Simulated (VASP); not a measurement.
# Ge (P6_3/mmc) in VASP: further runs, part 2 of 2

VASP 6.6.1.

### 4 Single point, r2SCAN

INCAR

```
SYSTEM = Ge
ADDGRID = .True.
ALGO = Normal
EDIFF = 1E-6
ENCUT = 400
ISIF = 2
ISMEAR = 0
LASPH = .True.
LCHARG = .False.
LMIXTAU = .True.
LREAL = .False.
LWAVE = .False.
METAGGA = R2SCAN
NBANDS = 36
NELM = 100
PREC = Accurate
SIGMA = 0.05
```

KPOINTS

```
k-points
0
Gamma
  4 4 2
  0 0 0
```

POSCAR

```
Ge
1.0
    3.9975858431      0.0000000000      0.0000000000
   -1.9987929216      3.4620108940      0.0000000000
    0.0000000000      0.0000000000      6.5993779500
Ge
4
Direct
    0.3333333333      0.6666666667      0.9370987500
    0.6666666667      0.3333333333      0.4370987500
    0.3333333333      0.6666666667      0.5629012500
    0.6666666667      0.3333333333      0.0629012500
```

Potentials or basis: VASP PAW PBE potentials, release 64 (Ge_d).

On the command line:

```console
> cat potpaw_PBE.64/Ge_d/POTCAR > POTCAR
> mpirun -np 1 vasp_std > vasp.out
```

OUTCAR:

```text
SYSTEM = Ge
   EDIFF = 1E-6
   ENCUT = 400
   ISIF = 2
   ISMEAR = 0
   LASPH = .True.
   LREAL = .False.
   METAGGA = R2SCAN
   NELM = 100
   PREC = Accurate

 Found      8 irreducible k-points:

 Following reciprocal coordinates:
            Coordinates               Weight
  0.000000  0.000000  0.000000      1.000000
  0.250000  0.000000  0.000000      6.000000
  0.500000  0.000000  0.000000      3.000000
  0.250000  0.250000  0.000000      6.000000
  0.000000  0.000000  0.500000      1.000000
  0.250000  0.000000  0.500000      6.000000
[... 314 lines left out ...]
  Direction    XX          YY          ZZ          XY          YZ          ZX
  --------------------------------------------------------------------------------------
  -------------------------------------------------------------------------------------
  Total        0.2786969      0.2786969     -0.8773515     -0.0000000     -0.0000000      0.0000000
  in kB        4.8889258      4.8889258    -15.3905803     -0.0000000     -0.0000000      0.0000000
  external PRESSURE =      -1.8709095 kB  Pullay stress =       0.0000000 kB

 VOLUME and BASIS-vectors are now :
 -----------------------------------------------------------------------------
  energy-cutoff  :      400.00
  volume of cell :       91.33
      direct lattice vectors                 reciprocal lattice vectors
     3.997585843  0.000000000  0.000000000     0.250150976  0.144424733  0.000000000
    -1.998792922  3.462010894  0.000000000     0.000000000  0.288849467  0.000000000
     0.000000000  0.000000000  6.599377950     0.000000000  0.000000000  0.151529433

 POSITION                                       TOTAL-FORCE (eV/Angst)
 -----------------------------------------------------------------------------------
     -0.00000      2.30801      6.18427        -0.000000      0.000000      0.009672
      1.99879      1.15400      2.88458        -0.000000      0.000000      0.009672
     -0.00000      2.30801      3.71480         0.000000      0.000000     -0.009672
      1.99879      1.15400      0.41511         0.000000      0.000000     -0.009672
 -----------------------------------------------------------------------------------
    total drift:                               -0.000000      0.000000     -0.000000

  FREE ENERGIE OF THE ION-ELECTRON SYSTEM (eV)
  ---------------------------------------------------
  free  energy   TOTEN  =       -55.1823110227 eV

  energy  without entropy=      -55.1807103017  energy(sigma->0) =      -55.18151066
```

OSZICAR:

```text
N       E                     dE             d eps       ncg     rms          rms(c)
DAV:   1     0.430453130026E+03    0.43045E+03   -0.25249E+04   656   0.389E+03
DAV:   2     0.174674456433E+02   -0.41299E+03   -0.40316E+03   576   0.745E+02
DAV:   3    -0.568179625698E+02   -0.74285E+02   -0.73556E+02   660   0.193E+02
[... 12 lines left out ...]
DAV:  16    -0.551814183946E+02   -0.10474E-02   -0.15414E-04   724   0.764E-02    0.249E-02
DAV:  17    -0.551818039905E+02   -0.38560E-03   -0.44363E-05   616   0.439E-02    0.158E-02
DAV:  18    -0.551820223528E+02   -0.21836E-03   -0.12366E-05   456   0.217E-02    0.127E-02
DAV:  19    -0.551823108784E+02   -0.28853E-03   -0.65661E-05   536   0.497E-02    0.574E-03
DAV:  20    -0.551823110227E+02   -0.14429E-06   -0.67440E-06   520   0.237E-02
   1 F= -.55182311E+02 E0= -.55181511E+02  d E =-.160072E-02
```

Run time: 65 s. Hardware: 1 thread of Intel Xeon 6975P-C (Granite Rapids), shared host; peak memory 0.25 GiB.

The run converged, but some of its settings lie outside the range that counts as converged, so its numbers aren't taken as properties of the crystal.

What came out:

- Free energy: -55.1823 eV
- Pressure: -0.2 GPa
- Largest force: 0.010 eV/Å
- Band gap on the k mesh: 0.07 eV, direct

Caveat: the k mesh is coarse (spacing up to 0.48 Å⁻¹), so the values aren't converged; the PAW data sets were made with another functional, which shifts forces and pressure a little.

### 5 Single point, r2SCAN

Changes to INCAR since step 4:

```diff
@@ -1,3 +1,3 @@
 SYSTEM = Ge
-ADDGRID = .True.
+ADDGRID = .False.
 ALGO = Normal
@@ -7,3 +7,3 @@
 ISMEAR = 0
-LASPH = .True.
+LASPH = .False.
 LCHARG = .False.
```

KPOINTS is that of step 4.

POSCAR is that of step 4.

Potentials or basis: VASP PAW PBE potentials, release 64 (Ge_d).

On the command line:

```console
> cat potpaw_PBE.64/Ge_d/POTCAR > POTCAR
> mpirun -np 1 vasp_std > vasp.out
```

OUTCAR:

```text
SYSTEM = Ge
   EDIFF = 1E-6
   ENCUT = 400
   ISIF = 2
   ISMEAR = 0
   LASPH = .False.
   LREAL = .False.
   METAGGA = R2SCAN
   NELM = 100
   PREC = Accurate
     LASPH = .TRUE.)

 Found      8 irreducible k-points:

 Following reciprocal coordinates:
            Coordinates               Weight
  0.000000  0.000000  0.000000      1.000000
  0.250000  0.000000  0.000000      6.000000
  0.500000  0.000000  0.000000      3.000000
  0.250000  0.250000  0.000000      6.000000
  0.000000  0.000000  0.500000      1.000000
  0.250000  0.000000  0.500000      6.000000
[... 315 lines left out ...]
  --------------------------------------------------------------------------------------
  -------------------------------------------------------------------------------------
  Total        0.3700969      0.3700969     -0.9246891     -0.0000000      0.0000000      0.0000000
  in kB        6.4922727      6.4922727    -16.2209795     -0.0000000      0.0000000      0.0000000
  external PRESSURE =      -1.0788114 kB  Pullay stress =       0.0000000 kB

 VOLUME and BASIS-vectors are now :
 -----------------------------------------------------------------------------
  energy-cutoff  :      400.00
  volume of cell :       91.33
      direct lattice vectors                 reciprocal lattice vectors
     3.997585843  0.000000000  0.000000000     0.250150976  0.144424733  0.000000000
    -1.998792922  3.462010894  0.000000000     0.000000000  0.288849467  0.000000000
     0.000000000  0.000000000  6.599377950     0.000000000  0.000000000  0.151529433

 POSITION                                       TOTAL-FORCE (eV/Angst)
 -----------------------------------------------------------------------------------
     -0.00000      2.30801      6.18427        -0.000000     -0.000000      0.006908
      1.99879      1.15400      2.88458        -0.000000      0.000000      0.006908
     -0.00000      2.30801      3.71480         0.000000      0.000000     -0.006908
      1.99879      1.15400      0.41511         0.000000      0.000000     -0.006908
 -----------------------------------------------------------------------------------
    total drift:                               -0.000000      0.000000     -0.000000

  FREE ENERGIE OF THE ION-ELECTRON SYSTEM (eV)
  ---------------------------------------------------
  free  energy   TOTEN  =       -55.1628575791 eV

  energy  without entropy=      -55.1608842253  energy(sigma->0) =      -55.16187090
```

stdout:

```text
POSCAR found type information on POSCAR Ge
 POSCAR found :  1 types and       4 ions
 scaLAPACK will be used
 -----------------------------------------------------------------------------
|                                                                             |
|                                                                             |
|     You enforced a specific xc type in the INCAR file but a different       |
|     I HOPE YOU KNOW WHAT YOU ARE DOING!                                     |
|                                                                             |
 -----------------------------------------------------------------------------

 LDA part: xc-table for (None), standard interpolation
 POSCAR, INCAR and KPOINTS ok, starting setup
 FFT: planning ... GRIDC
 FFT: planning ... GRID_SOFT
 FFT: planning ... GRID
 WAVECAR not read
 entering main loop
```

Wall time 50 s (1 thread of Intel Xeon 6975P-C (Granite Rapids), shared host); peak memory 0.18 GiB.

These settings aren't checked as converged: the numbers below hold their error.

What came out:

```
Free energy            : -55.1629 eV
Pressure               : -0.1 GPa
Largest force          : 0.007 eV/Å
Band gap on the k mesh : 0.05 eV, direct
```

Caveat: the k mesh is coarse (spacing up to 0.48 Å⁻¹), so the values aren't converged; the PAW data sets were made with another functional, which shifts forces and pressure a little.

### 6 The reference run

An earlier run on the cell as given: functional PBE; potentials or basis VASP PAW PBE potentials, release 64 (Ge_d); cutoff 520 eV; k mesh 8 × 8 × 4; occupations fermi-dirac, width 0.05 eV; no spin polarisation.

* Pressure: 2.9 GPa
* Largest force: 0.014 eV/Å
* Band gap on the k mesh: 0.12 eV, direct
